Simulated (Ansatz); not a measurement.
**Two Ansatz runs on C**

The cell is COD entry 1200018, as deposited and not checked against the literature; nothing was relaxed. It is an old determination, and later ones may differ.

First run: DFT, PBE, all-electron LAPW, non-relativistic (Ansatz 0.2.0).

Command: `ansatz run input.yaml --threads 1 --pin off --max-ram 2048MiB --backend cpu --events-out ev --progress --plain --runs-dir out` The run took about 25 s on 1 thread of a shared machine.

```yaml
crystal:
  lattice:
    - [1.2280263465, 0.7090013417, 3.3470108394]
    - [-1.2280263465, 0.7090013417, 3.3470108394]
    - [0.0, -1.4180026834, 3.3470108394]
  atoms:
    - { symbol: C, position: [0.164, 0.164, 0.164] }
    - { symbol: C, position: [0.836, 0.836, 0.836] }
kpoints:
  mp_grid: { grid: [17, 17, 17] }
  band_path:
    path:
      - [0.0, 0.0, 0.0]
      - [0.5, 0.5, 0.5]
      - [0.8034183602, 0.1965816398, 0.5]
      - [0.5, -0.1965816398, 0.1965816398]
      - [0.5, 0.0, 0.0]
      - [0.0, 0.0, 0.0]
      - [0.3482908199, -0.3482908199, 0.0]
      - [0.6517091801, 0.0, 0.3482908199]
      - [0.5, 0.0, 0.5]
    npoints: 5
scf:
  occupations: { method: fermi_dirac, width: 0.03 }
hamiltonian:
  xc: pbe
  pseudopotentials:
    kind: all_electron
    lapw: { basis_error: 0.0005 }
    relativity: none
output:
  forces: true
  stress: true
  eigenvalues: true
```

Result: converged; pressure 4.43 GPa; largest force 0.874 eV/Å; gap on the k mesh 0.39 eV (the mesh can miss the band edges); 6 SCF iterations.

The input is then changed:

```diff
@@ -29,4 +29,5 @@
     lapw: { basis_error: 0.0005 }
     relativity: none
+  dispersion: d3bj
 output:
   forces: true
```

Problem. Predict the outcome of the changed run.

Solution. It converged; pressure 3.21 GPa; largest force 0.873 eV/Å; gap on the k mesh 0.39 eV (the mesh can miss the band edges); 6 SCF iterations.

The results part of its log:

```
SCF 1 converged in 6 iterations: F = -2073.110199 eV  dr2 = 1.96e-9
NSCF: frozen V_eff on 41 k-points
SCF converged after 6 iterations
Free energy (F): -2073.110199 eV
Harris-Foulkes:  -2073.110199 eV  (|F-HF|=2.41e-9)
Internal energy: -2073.110195 eV  (E = F + TS)
E sigma→0 (E₀):  -2073.110197 eV
Entropy (-TS):   -0.000003 eV (-0.002 meV/atom)
Fermi energy:    7.350146 eV
--- Per-component energies (eV) ---
  E_band       = -1048.560134
  E_kinetic    = 2065.141751
  E_xc         = -294.360029
  E_electrostatic = -3843.578081  (all electrons and nuclei)
  E_disp       = -0.313837  (pairwise vdW)
  E_smearing   = -0.000003  (= −TS)
  E_closure    = 0.000000  (closes the sum)
  E_atoms      = -2054.362178  (free atoms, spherical and without spin; not in F)
  Σ components = -2073.110199   (vs F -2073.110199, Δ=0.00e0)
  Basis errors (estimates in eV, not in F): energy 3.5e-4 per atom: plane waves 3.2e-4 (2.1e-4 summed), levels above the bands 3.6e-186, relativity 0.0e0, radial functions 2.3e-5, core shells 0.0e0; eigenvalues (radial functions only) 1.2e-6; not estimated: angular momenta, meshes, grids; target (lapw.basis_error) 5.0e-4; muffin-tin radii C 0.710 Å
--- Forces (eV/Å), atoms counted from 1 ---
  atom   1  C      0.00000000     0.00000000     0.87306134
  atom   2  C      0.00000000     0.00000000    -0.87306134
  max |Σ_I F_I| component: 0.00e0 eV/Å
--- Stress (GPa, compression-positive) ---
        4.954433       0.000000       0.000000
        0.000000       4.954433       0.000000
        0.000000       0.000000      -0.287631
  P = ⅓ Tr σ = 3.2071 GPa (32.071 kbar)
--- Band table (eV; the first three rows and the last of 489) ---
  k-point 0: bands = ["-258.4531", "-258.4264", "-12.4218", "0.6991", "4.3202", "4.3202", "11.4943", "15.7425", "15.7425", "18.8286"]
  k-point 1: bands = ["-258.4529", "-258.4266", "-12.3377", "0.7841", "3.9867", "4.1445", "11.6109", "15.7919", "16.0971", "18.5372"]
  k-point 2: bands = ["-258.4523", "-258.4272", "-12.0857", "1.0379", "3.0783", "3.6842", "11.9579", "15.8490", "17.0894", "17.7284"]
  k-point 488: bands = ["-258.4529", "-258.4266", "-12.0351", "-1.1930", "3.9634", "4.1231", "15.7418", "16.0600", "17.9608", "18.6102"]
```
